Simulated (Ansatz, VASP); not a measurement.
# Zr in VASP and in Ansatz

File INCAR:

```
  PREC = Accurate
  ENCUT = 600
  EDIFF = 1E-6
  ISMEAR = -1
  SIGMA = 0.05
  LREAL = F
  LASPH = T
  NELM = 60
  ALGO = Normal
  ISIF = 3
  LWAVE = F
  LCHARG = F
  GGA = PS
  IVDW = 12
  IBRION = 2
  NSW = 60
  EDIFFG = -0.01
```

File KPOINTS:

```
Automatic mesh
0
Gamma
  9 9 5
```

Contents of POSCAR:

```
Zr
1.0
    3.2320000000      0.0000000000      0.0000000000
   -1.6160000000      2.7989941050      0.0000000000
    0.0000000000      0.0000000000      5.1470000000
Zr
2
Direct
    0.6666666667      0.3333333333      0.7500000000
    0.3333333333      0.6666666667      0.2500000000
```

Contents of input.yaml:

```yaml
crystal:
  lattice:
    - [3.232, 0.0, 0.0]
    - [-1.616, 2.798994105, 0.0]
    - [0.0, 0.0, 5.147]
  atoms:
    - { symbol: Zr, position: [0.6666666667, 0.3333333333, 0.75] }
    - { symbol: Zr, position: [0.3333333333, 0.6666666667, 0.25] }
hamiltonian:
  xc: pbesol
  pseudopotentials: { kind: paw }
  dispersion: d3bj
kpoints:
  mp_grid: { grid: [9, 9, 5] }
scf:
  occupations: { method: fermi_dirac, width: 0.05 }
output:
  forces: true
  stress: true
relax:
  f_tol: 0.01
  max_steps: 40
  cell: { stress_tol: 0.05 }
```

Alike in both runs: task relaxation of cell and atoms; functional PBEsol; dispersion D3(BJ); k mesh 9 × 9 × 5; occupations fermi-dirac, width 0.05 eV; no spin polarisation.

|  | VASP | Ansatz |
| --- | --- | --- |
| version | VASP 6.6.1 | Ansatz 0.2.0 |
| potentials or method | VASP PAW PBE potentials, release 64 (Zr_sv) | Ansatz PAW |
| plane-wave cutoff (eV) | 600 | 420 |
| valence electrons in the cell | 24 | 24 |

Ansatz gave:

* relaxed volume (Å³/atom): 21.49
* relaxed cell length with the largest relative difference (Å): 3.130
* energy change over the relaxation (meV/atom): -44

Estimate VASP's values.

relaxed volume (Å³/atom): 21.50; relaxed cell length with the largest relative difference (Å): 3.131; energy change over the relaxation (meV/atom): -43.

Caveats: the PAW data sets were made with another functional, which shifts forces and pressure a little (VASP); pairwise dispersion overbinds metals, which lowers pressure and volume (VASP); the plane-wave basis is chosen anew once the cell has moved, so the energies of steps on either side of that aren't comparable (Ansatz); the PAW data sets come from PBE, with cores solved anew for the run's functional, which leaves a small shift of forces and pressure (Ansatz).
